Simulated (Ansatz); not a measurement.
Relaxed bulk TiC:

```cif
data_structure
_symmetry_space_group_name_H-M 'Fm-3m'
_symmetry_Int_Tables_number 225
_cell_length_a 4.3329
_cell_length_b 4.3329
_cell_length_c 4.3329
_cell_angle_alpha 90.000
_cell_angle_beta 90.000
_cell_angle_gamma 90.000
_cell_volume 81.35
loop_
_atom_site_label
_atom_site_type_symbol
_atom_site_symmetry_multiplicity
_atom_site_Wyckoff_symbol
_atom_site_fract_x
_atom_site_fract_y
_atom_site_fract_z
_atom_site_occupancy
Ti1 Ti 4 a 0.00000 0.00000 0.00000 1
C1 C 4 b 0.50000 0.00000 0.00000 1
```

Miller indices refer to the conventional cell of Fm-3m (No. 225), a = 4.333 Å, b = 4.333 Å, c = 4.333 Å, α = 90.00°, β = 90.00°, γ = 90.00°.

The (111) slab of 10 planes, 11.3 Å thick with 15 Å of vacuum as cut; outer planes Ti (top) and C (bottom).

Computed with DFT PBE, scalar-relativistic, plane waves, PAW (Ansatz 0.2.0). Cutoff 420 eV; k points 12×12×1 on the computed 10-atom cell (Γ-centred); Gaussian smearing, width 0.10 eV; no spin polarisation. A dipole correction removes the field between periodic images along c.

With the atoms at the bulk's places:

- Surface energy (mean of both faces): 5.87 J/m²
- Work function: 4.57 eV (top), 6.69 eV (bottom)
- Dipole of the slab along +c, per cell: 0.10 e·Å

(1) What changes when all atoms relax within this surface cell and its symmetry?

## Answers

(1) The energy falls by 0.293 J/m² a face, and the largest move is 0.15 Å.

For the relaxed slab, the surface energy (mean of both faces) is 5.58 J/m² and the work function is 4.62 eV (top), 6.65 eV (bottom). The dipole of the slab along +c, per cell is 0.09 e·Å.

```
plane (bottom to top) atoms spacing to next, bulk (Å) relaxed (Å) change (%)
                    1      C                      1.251        1.116       -10.8
                    2     Ti                      1.251        1.243        -0.6
                    3      C                      1.251        1.271        +1.6
                    4     Ti                      1.251        1.222        -2.3
                    5      C                      1.251        1.258        +0.6
                    6     Ti                      1.251        1.251         0.0
                    7      C                      1.251        1.194        -4.6
                    8     Ti                      1.251        1.382       +10.5
                    9      C                      1.251        1.025       -18.1
                   10     Ti
```